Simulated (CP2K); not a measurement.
TiSe: energy against volume and a worked fit

```cif
data_structure
_symmetry_space_group_name_H-M 'P 1'
_symmetry_Int_Tables_number 1
_cell_length_a 3.2036
_cell_length_b 3.2036
_cell_length_c 3.2036
_cell_angle_alpha 90.000
_cell_angle_beta 90.000
_cell_angle_gamma 90.000
_cell_volume 32.88
loop_
_atom_site_label
_atom_site_type_symbol
_atom_site_fract_x
_atom_site_fract_y
_atom_site_fract_z
_atom_site_occupancy
Ti1 Ti 0.00000 0.00000 0.00000 1
Se1 Se 0.50000 0.50000 0.50000 1
```

The cell comes from a database or a generator and needn't be the stable form of this composition.

The cell was scaled at fixed shape and fractions and run with CP2K, POTENTIAL_UZH Ti GTH-PBE-q12, Se GTH-PBE-q6; TZVP-MOLOPT-PBE-GTH basis; PBEsol, k mesh 8 × 8 × 8 on the cell of 2 atoms, fermi-dirac occupations of 0.05 eV, no spin polarisation, no spin-orbit coupling. The potentials were made for PBE. Energies are those that the program minimises, any entropy of the smearing included. For a metal such a mesh isn't converged to the digits shown.

```tsv
V (Å³/atom)	energy over the lowest row (meV/atom)
15.4529	5.27
15.7816	0.00
16.1104	0.46
16.4392	6.03
16.7680	?
17.0968	30.40
17.4256	48.30
```

Task: Fit the third-order Birch-Murnaghan form, give V0, B0 and B′, and predict the energy left open.

Result: With y = (V0/V)^(2/3), E = E0 + (9 V0 B0/16) [(y - 1)³ B′ + (y - 1)² (6 - 4y)]. Least squares through the rows shown give V0 = 15.9170 Å³/atom, E0 = -0.47 meV, B0 = 128.7 GPa (1 eV/Å³ = 160.218 GPa) and B′ = 4.42, with a largest miss of 0.01 meV. At V = 16.7680 the form with these constants gives 16.16 meV; the run gave 16.17 meV an atom.
